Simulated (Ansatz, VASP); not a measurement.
## Tl: VASP beside Ansatz

```
CELL_PARAMETERS angstrom
0.00000 2.46634 2.46634
2.46634 0.00000 2.46634
2.46634 2.46634 0.00000
ATOMIC_POSITIONS crystal
Tl 0.00000 0.00000 0.00000
```

This isn't the form of Tl at room conditions, which is hcp.

Alike in both runs: task single point; functional PBEsol; k mesh 18 × 18 × 18; occupations gaussian, width 0.15 eV; no spin polarisation.

|  | VASP | Ansatz |
| --- | --- | --- |
| version | VASP 6.6.1 | Ansatz 0.2.0 |
| potentials or method | VASP PAW PBE potentials, release 64 (Tl_d) | scalar-relativistic, plane waves, PAW |
| plane-wave cutoff (eV) | 520 | 420 |
| valence electrons in the cell | 13 | 13 |

VASP gave:

```
gap on the k mesh at the Fermi level (eV) : none
pressure (GPa)                            : -1.9
```

Question: What did Ansatz give for the same quantities?

Answer: gap on the k mesh at the Fermi level (eV): none; pressure (GPa): -1.8.

A gap of «none» marks a metal or a gap that the smearing closes. The functional is the same, so the differences come from potentials, cutoffs and numerics.

Caveats: the PAW data sets were made with another functional, which shifts forces and pressure a little (VASP). Spin-orbit coupling is left out, which matters for the levels of Tl.
